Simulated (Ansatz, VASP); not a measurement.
**Pb: VASP beside Ansatz**

```
Pb
1.0
    -2.02800    2.02800    2.02800
     2.02800   -2.02800    2.02800
     2.02800    2.02800   -2.02800
Pb
1
Direct
  0.00000 0.00000 0.00000
```

Alike in both runs: task single point; functional PBEsol; k mesh 16 × 16 × 16; occupations gaussian, width 0.1 eV; no spin polarisation.

|  | VASP | Ansatz |
| --- | --- | --- |
| version | VASP 6.6.1 | Ansatz 0.2.0 |
| potentials or method | VASP PAW PBE potentials, release 64 (Pb_d) | scalar-relativistic, plane waves, PAW |
| plane-wave cutoff (eV) | 520 | 420 |
| valence electrons in the cell | 14 | 14 |

|  | VASP | Ansatz | Ansatz less VASP |
| --- | --- | --- | --- |
| gap on the k mesh at the Fermi level (eV) | none | none | - |
| pressure (GPa) | -4.0 | -4.0 | +0.02 |

A gap of «none» marks a metal or a gap that the smearing closes.

Caveats: the PAW data sets were made with another functional, which shifts forces and pressure a little (VASP). The runs have no spin-orbit coupling, so splittings on Pb are missing.
